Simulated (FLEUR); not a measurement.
# Zr (P6_3/mmc) in FLEUR: a series of runs

Runs on Zr. Level: LDA. Tasks: band structure, equation of state.

Everything below comes from runs of FLEUR MaX-R8.1 (later development tree). Logs are shortened: lines on timing, memory, paths and dates and some standing lists are left out, and cuts for length are marked.

### 1 The structure

The structure is hexagonal, space group P6_3/mmc (No. 194). Conventional cell: a = 3.232 Å, b = 3.232 Å, c = 5.147 Å, α = 90.00°, β = 90.00°, γ = 120.00°. Zr (site symmetry -6m2) has 12 Zr at 3.18 to 3.23 Å as nearest neighbours.

### 2 Band structure, LDA

Input file inp.xml:

```xml
<?xml version="1.0" encoding="UTF-8" standalone="no"?>
<fleurInput fleurInputVersion="0.39">
   <comment>
      Zr                                                                                                  
   </comment>
   <calculationSetup>
      <cutoffs Kmax="4.1" Gmax="12.7" GmaxXC="12.7" numbands="0"/>
      <scfLoop itmax="60" minDistance="0.00001" maxIterBroyd="15" imix="Anderson" alpha="0.05" precondParam="0.0" spinf="2.0" sdNocoIR="T"/>
      <coreElectrons ctail="T" frcor="F" kcrel="0" coretail_lmax="0"/>
      <xcFunctional name="vwn" relativisticCorrections="F"/>
      <magnetism jspins="1"/>
      <soc l_soc="F" theta="0.0" phi="0.0" spav="F"/>
      <expertModes spex="0" secvar="F"/>
      <geometryOptimization l_f="F" forcealpha="1.0" forcemix="BFGS" epsdisp="0.00001" epsforce="0.00001"/>
      <ldaU l_linMix="F" mixParam="0.05" spinf="1.0"/>
   </calculationSetup>
   <cell>
      <bzIntegration valenceElectrons="24.0" mode="hist" fermiSmearingEnergy="0.00183747">
         <kPointListSelection listName="default-1"/>
         <!-- k-points included here -->
         <xi:include xmlns:xi="http://www.w3.org/2001/XInclude" href="kpts.xml"> </xi:include>
      </bzIntegration>
      <!-- symmetry operations included here -->
      <xi:include xmlns:xi="http://www.w3.org/2001/XInclude" href="sym.xml"> </xi:include>
      <bulkLattice scale="1.0">
         <bravaisMatrix>
            <row-1>    6.1075948347072000     0.0000000000000000     0.0000000000000000</row-1>
            <row-2>   -3.0537974173536000     5.2893322828198945     0.0000000000000000</row-2>
            <row-3>    0.0000000000000000     0.0000000000000000     9.7264203633161994</row-3>
         </bravaisMatrix>
      </bulkLattice>
   </cell>
   <atomSpecies>
      <species name="Zirconium (Zr)" element="Zr" atomicNumber="40">
         <mtSphere radius="2.66" gridPoints="879" logIncrement="0.015"/>
         <atomicCutoffs lmax="10" lnonsphr="10"/>
         <electronConfig flipSpins="F">
            <coreConfig>(1s1/2) (2s1/2) (2p1/2) (2p3/2) (3s1/2) (3p1/2) (3p3/2) (3d3/2) (3d5/2)</coreConfig>
            <valenceConfig>(4s1/2) (4p1/2) (4p3/2) (5s1/2) (4d3/2) (4d5/2)</valenceConfig>
            <stateOccupation state="(4d3/2)" spinUp="0.400000" spinDown="0.400000"/>
            <stateOccupation state="(4d5/2)" spinUp="0.600000" spinDown="0.600000"/>
         </electronConfig>
         <energyParameters s="5" p="5" d="4" f="4"/>
         <lo type="SCLO" l="0" n="4" eDeriv="0"/>
         <lo type="SCLO" l="1" n="4" eDeriv="0"/>
         <lo type="SCLO" l="1" n="4" eDeriv="1"/>
         <lo type="SCLO" l="2" n="4" eDeriv="2"/>
         <lo type="SCLO" l="3" n="4" eDeriv="2"/>
      </species>
   </atomSpecies>
   <atomGroups>
      <atomGroup species="Zirconium (Zr)">
         <relPos label="                   1">-1.000/3.000 1.000/3.000 -1.000/4.000</relPos>
         <relPos label="                   2">1.000/3.000 -1.000/3.000 1.000/4.000</relPos>
         <force calculate="T" relaxXYZ="TTT"/>
      </atomGroup>
   </atomGroups>
   <output dos="F" band="F" slice="F">
      <checks vchk="F" cdinf="F"/>
      <bandDOS minEnergy="-.5*Htr" maxEnergy="0.5*Htr" sigma="0.015" storeEVData="T"/>
      <vacuumDOS vacdos="F" integ="F" star="F" nstars="0" locx1="0.0" locy1="0.0" locx2="0.0" locy2="0.0" nstm="0" tworkf="0.0"/>
      <unfoldingBand unfoldBand="F" supercellX="1" supercellY="1" supercellZ="1"/>
      <plotting iplot="0" polar="F">
         <plot TwoD="T" vec1="  1.0  0.0  0.0" vec2="  0.0  1.0  0.0" vec3="  0.0  0.0  1.0" zero="  0.0  0.0  0.0" file="plot"/>
      </plotting>
      <chargeDensitySlicing numkpt="0" minEigenval="0.0" maxEigenval="0.0" nnne="0" pallst="F"/>
      <specialOutput eonly="F"/>
      <moessbauerParams electricFieldGradient="T" isomerShift="T" coreHyperfine="T" valenceHyperfine="T"/>
      <magneticCircularDichroism mcd="F" energyLo="-10.0" energyUp="0.0"/>
   </output>
  <!-- We include the file relax.xml here to enable relaxations (see documentation) -->
  <xi:include xmlns:xi="http://www.w3.org/2001/XInclude" href="relax.xml"> <xi:fallback/> </xi:include>
</fleurInput>
```

Input file crystal.txt:

```
Zr
&input cartesian=F /
3.2320000000  0.0000000000  0.0000000000
-1.6160000000  2.7989941050  0.0000000000
0.0000000000  0.0000000000  5.1470000000
1.8897261246
1.0 1.0 1.0

2
40 0.6666666666  0.3333333332  0.7500000000
40 0.3333333332  0.6666666666  0.2500000000

&kpt div1=9 div2=9 div3=5 gamma=T /
```

Input file inp.xml (bands):

```
<?xml version="1.0" encoding="UTF-8" standalone="no"?>
<fleurInput fleurInputVersion="0.39">
   <comment>
      Zr                                                                                                  
   </comment>
   <calculationSetup>
      <cutoffs Kmax="4.1" Gmax="12.7" GmaxXC="12.7" numbands="0"/>
      <scfLoop itmax="60" minDistance="0.00001" maxIterBroyd="15" imix="Anderson" alpha="0.05" precondParam="0.0" spinf="2.0" sdNocoIR="T"/>
      <coreElectrons ctail="T" frcor="F" kcrel="0" coretail_lmax="0"/>
      <xcFunctional name="vwn" relativisticCorrections="F"/>
      <magnetism jspins="1"/>
      <soc l_soc="F" theta="0.0" phi="0.0" spav="F"/>
      <expertModes spex="0" secvar="F"/>
      <geometryOptimization l_f="F" forcealpha="1.0" forcemix="BFGS" epsdisp="0.00001" epsforce="0.00001"/>
      <ldaU l_linMix="F" mixParam="0.05" spinf="1.0"/>
   </calculationSetup>
   <cell>
      <bzIntegration valenceElectrons="24.0" mode="hist" fermiSmearingEnergy="0.00183747">
         <kPointListSelection listName="path-1"/>
         <!-- k-points included here -->
         <xi:include xmlns:xi="http://www.w3.org/2001/XInclude" href="kpts.xml"> </xi:include>
      </bzIntegration>
      <!-- symmetry operations included here -->
      <xi:include xmlns:xi="http://www.w3.org/2001/XInclude" href="sym.xml"> </xi:include>
      <bulkLattice scale="1.0">
         <bravaisMatrix>
            <row-1>    6.1075948347072000     0.0000000000000000     0.0000000000000000</row-1>
            <row-2>   -3.0537974173536000     5.2893322828198945     0.0000000000000000</row-2>
            <row-3>    0.0000000000000000     0.0000000000000000     9.7264203633161994</row-3>
         </bravaisMatrix>
      </bulkLattice>
   </cell>
   <atomSpecies>
      <species name="Zirconium (Zr)" element="Zr" atomicNumber="40">
         <mtSphere radius="2.66" gridPoints="879" logIncrement="0.015"/>
         <atomicCutoffs lmax="10" lnonsphr="10"/>
         <electronConfig flipSpins="F">
            <coreConfig>(1s1/2) (2s1/2) (2p1/2) (2p3/2) (3s1/2) (3p1/2) (3p3/2) (3d3/2) (3d5/2)</coreConfig>
            <valenceConfig>(4s1/2) (4p1/2) (4p3/2) (5s1/2) (4d3/2) (4d5/2)</valenceConfig>
            <stateOccupation state="(4d3/2)" spinUp="0.400000" spinDown="0.400000"/>
            <stateOccupation state="(4d5/2)" spinUp="0.600000" spinDown="0.600000"/>
         </electronConfig>
         <energyParameters s="5" p="5" d="4" f="4"/>
         <lo type="SCLO" l="0" n="4" eDeriv="0"/>
         <lo type="SCLO" l="1" n="4" eDeriv="0"/>
         <lo type="SCLO" l="1" n="4" eDeriv="1"/>
         <lo type="SCLO" l="2" n="4" eDeriv="2"/>
         <lo type="SCLO" l="3" n="4" eDeriv="2"/>
      </species>
   </atomSpecies>
   <atomGroups>
      <atomGroup species="Zirconium (Zr)">
         <relPos label="                   1">-1.000/3.000 1.000/3.000 -1.000/4.000</relPos>
         <relPos label="                   2">1.000/3.000 -1.000/3.000 1.000/4.000</relPos>
         <force calculate="T" relaxXYZ="TTT"/>
      </atomGroup>
   </atomGroups>
   <output dos="F" band="T" slice="F">
      <checks vchk="F" cdinf="F"/>
      <bandDOS minEnergy="-.5*Htr" maxEnergy="0.5*Htr" sigma="0.015" storeEVData="T"/>
      <vacuumDOS vacdos="F" integ="F" star="F" nstars="0" locx1="0.0" locy1="0.0" locx2="0.0" locy2="0.0" nstm="0" tworkf="0.0"/>
      <unfoldingBand unfoldBand="F" supercellX="1" supercellY="1" supercellZ="1"/>
      <plotting iplot="0" polar="F">
         <plot TwoD="T" vec1="  1.0  0.0  0.0" vec2="  0.0  1.0  0.0" vec3="  0.0  0.0  1.0" zero="  0.0  0.0  0.0" file="plot"/>
      </plotting>
      <chargeDensitySlicing numkpt="0" minEigenval="0.0" maxEigenval="0.0" nnne="0" pallst="F"/>
      <specialOutput eonly="F"/>
      <moessbauerParams electricFieldGradient="T" isomerShift="T" coreHyperfine="T" valenceHyperfine="T"/>
      <magneticCircularDichroism mcd="F" energyLo="-10.0" energyUp="0.0"/>
   </output>
  <!-- We include the file relax.xml here to enable relaxations (see documentation) -->
  <xi:include xmlns:xi="http://www.w3.org/2001/XInclude" href="relax.xml"> <xi:fallback/> </xi:include>
</fleurInput>
```

Potentials or basis: all-electron, FLAPW.

Launch:

```sh
$ inpgen -f crystal.txt -profile fastHighL
$ # inp.xml edited to the form shown
$ fleur_MPI
$ fleur_MPI   # second run, on inp.xml (bands)
```

The log of the run:

```text
Welcome to FLEUR        (www.flapw.de)
      MaX-Release 8.1          (www.max-centre.eu)

 ========== k-point set info ==========
 Selected k-point list: default-1
 k-point list type: mesh
 9 x 9 x 5
 Number of k points: 36

 ------------Calculation Setup---------------------------
 Number of MPI-tasks      :            1
 Number of PE/node        :            1
 Number of OMP-threads    :            1
 Most efficient MPI parallelization for:
           1           2           3           4           6           9          12          18          36
 Additional eigenvalue parallelization possible
 Number of basis functions:          446
 Approximate size of matrices (H+S) per k-point:         0.003 GB
 --------------------------------------------------------
 Iteration:     1   Distance:       4.53432679 me/bohr^3
 Iteration:     2   Distance:       4.18027156 me/bohr^3
 Iteration:     3   Distance:       1.41511641 me/bohr^3
 Iteration:     4   Distance:       0.44523191 me/bohr^3
 Iteration:     5   Distance:       0.32660501 me/bohr^3
 Iteration:     6   Distance:       0.03995870 me/bohr^3
 Iteration:     7   Distance:       0.03856836 me/bohr^3
 Iteration:     8   Distance:       0.00327762 me/bohr^3
 Iteration:     9   Distance:       0.00041235 me/bohr^3
 Iteration:    10   Distance:       0.00040041 me/bohr^3
 Iteration:    11   Distance:       0.00006434 me/bohr^3
 Iteration:    12   Distance:       0.00001260 me/bohr^3
 Iteration:    13   Distance:       0.00000902 me/bohr^3

 ********************************************************************
 Run finished successfully
 Stop message:
   all done
 ********************************************************************
```

output (bands):

```text
Welcome to FLEUR        (www.flapw.de)
      MaX-Release 8.1          (www.max-centre.eu)

 ========== k-point set info ==========
 Selected k-point list: path-1
 k-point list type: path
 Number of k points: 60

 ------------Calculation Setup---------------------------
 Number of MPI-tasks      :            1
 Number of PE/node        :            1
 Number of OMP-threads    :            1
 Most efficient MPI parallelization for:
           1           2           3           4           5           6          10          12          15          20          30          60
 Additional eigenvalue parallelization possible
 Number of basis functions:          446
 Approximate size of matrices (H+S) per k-point:         0.003 GB
 --------------------------------------------------------
 Fermi energy correction for metals:
 Fermi energy in bands.* files may not be consistent with last density.
 Please correct it manually (e.g. in band.gnu file).

 Note: Band structure data (together with different weights) is also stored in the banddos.hdf file.
       A convenient way of extracting and plotting the data from that file is by making use of the

 ********************************************************************
 Run finished successfully
 Stop message:
   Charge density postprocessing done.
 ********************************************************************
```

out.xml (last iteration):

```text
<iteration numberForCurrentRun="   13" overallNumber="   13">
         <energyParameters units="Htr">
            <atomicEP atomType="1" spin="1" branch="5s" branchLowest="-1.37" branchHighest="2.05" value="0.2878440699"/>
            <atomicEP atomType="1" spin="1" branch="5p" branchLowest="-0.51" branchHighest="2.65" value="0.4018713170"/>
            <atomicEP atomType="1" spin="1" branch="4d" branchLowest="-5.82" branchHighest="0.80" value="0.3936665524"/>
            <atomicEP atomType="1" spin="1" branch="4f" branchLowest="-9.99" branchHighest="2.12" value="0.6542858994"/>
            <loAtomicEP atomType="1" spin="1" branch="4s" branchLowest="-14.22" branchHighest="-1.37" value="-1.3985333975"/>
            <loAtomicEP atomType="1" spin="1" branch="4p" branchLowest="-11.04" branchHighest="-0.51" value="-0.5955753191"/>
            <loAtomicEP atomType="1" spin="1" branch="4p" branchLowest="-11.04" branchHighest="-0.51" value="-0.5955753191"/>
            <loAtomicEP atomType="1" spin="1" branch="4d" branchLowest="-5.82" branchHighest="0.80" value="0.3926815210"/>
            <loAtomicEP atomType="1" spin="1" branch="4f" branchLowest="-9.99" branchHighest="2.12" value="0.6542881790"/>
         </energyParameters>
         <eigenvalues>
            <eigenvaluesAt spin="1" ikpt="1" k_x="0.00000000" k_y="0.00000000" k_z="0.00000000">
                      -1.4036875749       -1.3979180358       -0.6164724495       -0.5841026135       -0.5841026135
                      -0.5789196595       -0.5788096007       -0.5788096007        0.1784217810        0.2742446081
                       0.4164395564        0.4164395564        0.4221617909        0.4318127319        0.4418082618
                       0.4418082618        0.4626954411        0.4626954411        0.5478443205
            </eigenvaluesAt>
            <eigenvaluesAt spin="1" ikpt="2" k_x="0.00000000" k_y="0.00000000" k_z="0.20000000">
                      -1.4031456931       -1.3984782960       -0.6131023748       -0.5836020870       -0.5836020870
                      -0.5827491696       -0.5793200551       -0.5793200551        0.1905872926        0.2728615745
                       0.4110457058        0.4113225118        0.4113225118        0.4131341106        0.4332906600
                       0.4332906600        0.4799733342        0.4799733342        0.5502736052
            </eigenvaluesAt>
            <eigenvaluesAt spin="1" ikpt="3" k_x="0.00000000" k_y="0.00000000" k_z="0.40000000">
                      -1.4017182619       -1.3999356272       -0.6040841213       -0.5925072157       -0.5822871188
                      -0.5822871188       -0.5806515607       -0.5806515607        0.2224944562        0.2576384454
                       0.3874303853        0.3942822536        0.4096791538        0.4096791538        0.4183634310
                       0.4183634310        0.5135866896        0.5135866896        0.5419989394
            </eigenvaluesAt>
[... 30 lines left out ...]
            <totalCharge value="79.9999999939"/>
         </allElectronCharges>
         <moessbauerParams unitsHFF="kG" unitsIS="e/bohr^3" unitsEFG="Htr/bohr^2">
            <coreIsomerShift atomType="1" isTotal="74885.39063">
               <shell n="1" l="0" isomerShift="66344.27247"/>
               <shell n="2" l="0" isomerShift="7171.46571"/>
               <shell n="2" l="1" isomerShift="104.21919"/>
               <shell n="3" l="0" isomerShift="1246.46764"/>
               <shell n="3" l="1" isomerShift="18.96562"/>
               <shell n="3" l="2" isomerShift="0.00000"/>
            </coreIsomerShift>
            <isomerShift atomType="1" nucleusRadius="0.0001063" averageDensity="75096.79474"/>
            <electricFieldGradient atomType="1" VXX="-0.21761" VYY="-0.21761" VZZ="0.43523" asymParam="0.00000">
            </electricFieldGradient>
         </moessbauerParams>
         <totalEnergy                                    value="    -7190.6512436911" units="Htr">
            <sumOfEigenvalues                            value="    -4252.3320193367">
               <coreElectrons value="-4242.1801044780"/>
               <valenceElectrons value="-10.1519148587"/>
            </sumOfEigenvalues>
            <densityCoulombPotentialIntegral value="-11387.7214402138"/>
            <densityEffectivePotentialIntegral value="-11680.3386597479"/>
            <chargeDenXCDenIntegral value="-220.7852098384"/>
            <FockExchangeEnergyValence value="0.0000000000"/>
            <FockExchangeEnergyCore value="0.0000000000"/>
            <atomTypeDependentContributions atomType="1">
               <electronNucleiInteractionDifferentMTs value="8662.1657694454"/>
               <MadelungTerm value="-41.8461847117"/>
            </atomTypeDependentContributions>
            <tkbTimesEntropy value="0.0006461905"/>
            <freeEnergy value="-7190.6518898817"/>
            <extrapolationTo0K value="-7190.6515667864"/>
         </totalEnergy>
         <densityConvergence units="me/bohr^3">
            <chargeDensity spin="1" distance="0.0000090201"/>
         </densityConvergence>
      </iteration>
```

It took 22 s on 1 thread of AMD EPYC 9R45 (Zen 5), shared host; peak memory 0.06 GiB.

Results:

```yaml
Free_energy: -195667.6059 eV
Band_gap_along_the_path: none (metal or under the smearing width)
Valence_electrons_inside_the_program's_atomic_spheres: Zr 10.11 (radii Zr 2.66 bohr)
```

Levels at the corners of the path, in eV from the Fermi level:
```
point  band 8  band 9  band 10  band 11  band 12  band 13  band 14  band 15  band 16  band 17
    Γ  -26.26   -5.66    -3.05     0.82     0.82     0.98     1.24     1.51     1.51     2.08
    M  -26.37   -2.58    -2.52    -2.15    -0.18     0.48     0.76     1.44     4.86     5.27
    K  -26.65   -2.11    -1.35    -1.35    -1.12     0.24     0.24     1.77     4.29     4.29
    Γ  -26.26   -5.66    -3.05     0.82     0.82     0.98     1.24     1.51     1.51     2.08
    A  -26.33   -3.95    -3.95     0.04     0.04     0.72     0.72     0.72     0.72     3.90
    L  -26.50   -2.88    -2.88    -1.07    -1.07     1.67     1.67     2.16     2.16     5.10
    H  -26.43   -1.48    -1.48    -1.27    -1.27    -0.01    -0.01     1.99     1.99     4.37
    A  -26.33   -3.95    -3.95     0.04     0.04     0.72     0.72     0.72     0.72     3.90
    L  -26.50   -2.88    -2.88    -1.07    -1.07     1.67     1.67     2.16     2.16     5.10
    M  -26.37   -2.58    -2.52    -2.15    -0.18     0.48     0.76     1.44     4.86     5.27
    K  -26.65   -2.11    -1.35    -1.35    -1.12     0.24     0.24     1.77     4.29     4.29
    H  -26.43   -1.48    -1.48    -1.27    -1.27    -0.01    -0.01     1.99     1.99     4.37
```

Core levels (eV from the Fermi level):
```tsv
atom	levels
1 Zr	1s1/2 -17785.3, 2s1/2 -2459.3, 2p1/2 -2252.5, 2p3/2 -2166.8, 3s1/2 -397.4, 3p1/2 -320.4, 3p3/2 -306.7, 3d3/2 -170.3, 3d5/2 -167.8
2 Zr	1s1/2 -17785.3, 2s1/2 -2459.3, 2p1/2 -2252.5, 2p3/2 -2166.8, 3s1/2 -397.4, 3p1/2 -320.4, 3p3/2 -306.7, 3d3/2 -170.3, 3d5/2 -167.8
```

(Continued in part 2 of 2.)
